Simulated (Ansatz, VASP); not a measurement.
## C: VASP beside Ansatz

INCAR

```
PREC     = Accurate       # precision mode
ENCUT    = 520            # plane-wave cutoff, eV
EDIFF    = 1E-6           # SCF threshold, eV
ISMEAR   = -1             # smearing method
SIGMA    = 0.03           # smearing width, eV
LREAL    = F              # projectors in reciprocal space
LASPH    = T              # aspherical terms in the spheres
NELM     = 60             # most SCF steps
ALGO     = Normal         # electronic algorithm
ISIF     = 2              # what is computed and relaxed
LWAVE    = F              # write WAVECAR
LCHARG   = F              # write CHGCAR
GGA      = PE             # functional
NBANDS   = 8              # bands
```

KPOINTS

```
Automatic mesh
0
Gamma
  16 16 16
```

File POSCAR:

```
C
1.0
    0.0000000000      1.5429626004      1.5429626004
    1.5429626004      0.0000000000      1.5429626004
    1.5429626004      1.5429626004      0.0000000000
C
1
Direct
    0.0000000000      0.0000000000      0.0000000000
```

Input for Ansatz:

```yaml
crystal:
  lattice:
    - [0.0, 1.5429626004, 1.5429626004]
    - [1.5429626004, 0.0, 1.5429626004]
    - [1.5429626004, 1.5429626004, 0.0]
  atoms:
    - { symbol: C, position: [0.0, 0.0, 0.0] }
kpoints:
  mp_grid: { grid: [16, 16, 16] }
  band_path:
    path:
      - [0.0, 0.0, 0.0]
      - [0.5, 0.0, 0.5]
      - [0.625, 0.25, 0.625]
      - [0.375, 0.375, 0.75]
      - [0.0, 0.0, 0.0]
      - [0.5, 0.5, 0.5]
      - [0.5, 0.25, 0.75]
      - [0.5, 0.0, 0.5]
    npoints: 5
scf:
  occupations: { method: fermi_dirac, width: 0.03 }
hamiltonian:
  xc: pbe
  pseudopotentials:
    kind: all_electron
    lapw: { basis_error: 0.0005 }
    relativity: none
output:
  forces: true
  stress: true
  eigenvalues: true
```

Alike in both runs: task single point; functional PBE; k mesh 16 × 16 × 16; occupations fermi-dirac, width 0.03 eV; no spin polarisation.

|  | VASP | Ansatz |
| --- | --- | --- |
| version | VASP 6.6.1 | Ansatz 0.2.0 |
| potentials or method | VASP PAW PBE potentials, release 64 (C) | all-electron LAPW, non-relativistic |
| plane-wave cutoff (eV) | 520 | see its input |

|  | VASP | Ansatz | Ansatz less VASP |
| --- | --- | --- | --- |
| pressure (GPa) | 0.1 | 0.0 | -0.06 |

Ansatz ran all-electron here, so the differences hold the error of VASP's frozen core and of both bases.
